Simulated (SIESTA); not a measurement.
Mo:

```xyz
1
Lattice="-1.5838 1.5838 1.5838 1.5838 -1.5838 1.5838 1.5838 1.5838 -1.5838" Properties=species:S:1:pos:R:3 pbc="T T T"
Mo    0.0000    0.0000    0.0000
```

```yaml
Program: SIESTA 5.4.2
Task: single point
Functional: PBE
Potentials_or_basis: PseudoDojo 0.4 standard (PBE files)
Basis: DZP (energy shift 0.003 Ry; two zetas on semicore shells)
Grid_cutoff: 800 Ry
Energy_shift: 0.003 Ry
k_mesh: 12 × 12 × 12
Occupations: fermi-dirac, width 0.05 eV
Spin: no spin polarisation
```

On this cell: pressure 1.0 GPa; band gap on the k mesh none (metal or under the smearing width).

The same run follows on a disturbed copy (cell strained at random at fixed volume):

```xyz
1
Lattice="-1.5944 1.5913 1.5845 1.6124 -1.5431 1.5543 1.6066 1.5553 -1.5363" Properties=species:S:1:pos:R:3 pbc="T T T"
Mo   -0.0831   -0.0073   -0.0091
```

Problem. What does the disturbed cell give?

Solution. The energy (extrapolated to zero smearing) moves by +13.2 meV/atom; pressure 1.3 GPa; band gap on the k mesh none (metal or under the smearing width).

Stress tensor (GPa, compression positive):
```
-4.07 -0.88 -1.35
-0.88  3.52 -3.49
-1.35 -3.49  4.45
```

Caveats: the basis of atomic orbitals isn't converged, which shifts pressures, moduli and gaps.
